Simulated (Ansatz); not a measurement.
ZrO₂ (P4_2/nmc) from a database structure, relaxed with r2SCAN in the PAW code Ansatz: it is tetragonal, P4_2/nmc (No. 137); conventional cell a = 3.601 Å, c = 5.227 Å, 11.30 Å³ an atom. Zr is surrounded by 8 O at 2.07–2.40 Å; O is surrounded by 4 Zr at 2.07–2.40 Å. It was then strained (uniaxial along z, other directions held), atoms relaxed again within the symmetry left. Unstrained, HSE06 gives 5.709 eV (Z → Γ, 4×4×4 mesh), and the band edges keep their places in every row. Stress is positive in compression. Spin-unpolarised throughout; all numbers are computed.

Axes as in this cell:
```yaml
crystal:
  lattice:
    - [3.60103, 0.00000, 0.00000]
    - [0.00000, 3.60103, 0.00000]
    - [0.00000, 0.00000, 5.22716]
  atoms:
    - { symbol: Zr, position: [0.00000, 0.00000, 0.00000] }
    - { symbol: Zr, position: [0.50000, 0.50000, 0.50000] }
    - { symbol: O, position: [0.00000, 0.50000, 0.30303] }
    - { symbol: O, position: [0.00000, 0.50000, 0.80303] }
    - { symbol: O, position: [0.50000, 0.00000, 0.69697] }
    - { symbol: O, position: [0.50000, 0.00000, 0.19697] }
```

| strain (%) | ε | ΔE_g, HSE06 (eV) | Δσ_zz, r2SCAN (GPa) | Δ(mean ε∞, r2SCAN) |
| --- | --- | --- | --- | --- |
| +1.0 | +0.0100 | +0.022 | -2.74 | -0.03 |
| +2.0 | +0.0200 | +0.040 | -5.33 | -0.05 |
| +4.0 | +0.0400 | +0.085 | -9.47 | -0.10 |

(1) Fit ΔE_g = a x + b x² to these rows by least squares, with x = ε.

(2) Fit the change of σ_zz in the same way.

(3) Predict the withheld row at +3.0 % (x = +0.0300).

(4) Fit the last column too (unstrained value 5.08), and predict it for the withheld row.

## Answers

(1) The normal equations take Σx² = 2.100e-03, Σx³ = 7.300e-05, Σx⁴ = 2.730e-06, ΣxΔE = 4.420e-03 and Σx²ΔE = 1.542e-04, and give a = +2.00 eV, b = +2.9 eV; the largest residual is 0.002 eV.

(2) Δσ_zz = -292.6 x + (1393) x² GPa. The slope, 293 GPa, is C₃₃ in these axes.

(3) ΔE_g ≈ +2.00 × (+0.0300) + (2.9) × (+0.0300)² = +0.063 eV, and Δσ_zz ≈ -7.52 GPa. The runs give +0.061 eV and -7.55 GPa, off by -0.002 eV and -0.03 GPa.

(4) Δ = -2.75 x + (6.4) x², which gives -0.08 at x = +0.0300; the run gives -0.07.

For a response run the program warns that the ground state's bands aren't all converged, so ε∞ carries an extra error.
